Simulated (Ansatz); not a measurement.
CdSe in Ansatz: the effect of functional

The system is CdSe.

```
Cd Se
1.0
     0.00000    3.07027    3.07027
     3.07027    0.00000    3.07027
     3.07027    3.07027    0.00000
Cd Se
1 1
Direct
  0.00000 0.00000 0.00000
  0.25000 0.25000 0.25000
```

Measurements of this composition are mostly on another form, of space group No. 186.

Alike in all runs:

```yaml
Program: Ansatz 0.2.0
Task: single point
Potentials_or_basis: all-electron PAW datasets made for the crystal
k_mesh: 4 × 4 × 4
Occupations: fermi-dirac, width 0.05 eV
Spin: no spin polarisation
```

Q: One run gave: gap on the mesh 1.49 eV; pressure 0.3 GPa. Which functional did it use?
A. HSE06
B. PBE0
C. PBE

A: A.

| functional | cutoff | gap on the mesh (eV) | pressure (GPa) |
| --- | --- | --- | --- |
| PBE | 240 eV (chosen from the basis error) | 0.54 | 1.5 |
| HSE06 | 380 eV (chosen from the basis error) | 1.49 | 0.3 |
| PBE0 | 380 eV (chosen from the basis error) | 2.14 | 0.1 |

Caveats: all runs use coarse meshes.

The runs don't all hold the same shells in valence.
